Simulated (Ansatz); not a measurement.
**KBr: the cell at several levels of theory**

How does the equilibrium cell of KBr in the database structure depend on the functional? It is relaxed with PBE, r2SCAN, PBEsol, LDA and HSE06.

Program: Ansatz 0.2.0. PAW datasets, plane waves, zero pressure. The values are computed, spin-unpolarised, and not measurements.

## Step 1: The structure to begin with

Space group Pm-3m (No. 221), cubic; conventional cell a = 4.043 Å, 33.06 Å³ an atom. K has 8 Br at 3.50 Å; Br has 8 K at 3.50 Å.

As a file:

```cif
data_structure
_symmetry_space_group_name_H-M 'P 1'
_symmetry_Int_Tables_number 1
_cell_length_a 4.0435
_cell_length_b 4.0435
_cell_length_c 4.0435
_cell_angle_alpha 90.000
_cell_angle_beta 90.000
_cell_angle_gamma 90.000
_cell_volume 66.11
loop_
_atom_site_label
_atom_site_type_symbol
_atom_site_fract_x
_atom_site_fract_y
_atom_site_fract_z
_atom_site_occupancy
K1 K 0.00000 0.00000 0.00000 1
Br1 Br 0.50000 0.50000 0.50000 1
```

## Step 2: PBE: cell and atoms

input.yaml

```yaml
crystal:
  lattice:
    - [4.043499, 0.0, 0.0]
    - [0.0, 4.043499, 0.0]
    - [0.0, 0.0, 4.043499]
  atoms:
    - { symbol: K, position: [0.0, 0.0, 0.0] }
    - { symbol: Br, position: [0.5, 0.5, 0.5] }
kpoints:
  mp_grid: { grid: [6, 6, 6] }
hamiltonian:
  xc: pbe
scf:
  occupations: { method: fermi_dirac, width: 0.02 }
relax:
  f_tol: 0.005
  cell: {}
output:
  write_density: true
  write_potential: true
  elf: true
  volumetric_format: npy
```

Launch:

```
ansatz run input.yaml --threads 2 --pin off --max-ram 2211MiB --backend cpu --events-out ev --progress --plain --runs-dir out
```

Further steps of the session: r2SCAN: cell and atoms; Relaxing with PBEsol; Relaxing with LDA; Relaxation with HSE06.

Before running it: what results should come out? Wanted: for each run, a; volume; space group; SCF geometries.

**Answer**, as computed:

```
 level  a (Å)  volume (Å³/atom)  space group  SCF geometries
   PBE  4.043            33.055        Pm-3m               2
r2SCAN  3.976            31.424        Pm-3m               5
PBEsol  3.933            30.416        Pm-3m               5
   LDA  3.830            28.091        Pm-3m               5
 HSE06  4.012            32.297        Pm-3m               4
```

From the start to the first minimum the volume moved by +0.0 %. The volume runs from LDA (least) to PBE (most), a spread of 17.7 %, or 5.6 % in length if all axes shared it alike. The meshes differ: PBE 6×6×6, r2SCAN 6×6×6, PBEsol 6×6×6, LDA 6×6×6, HSE06 4×4×4.
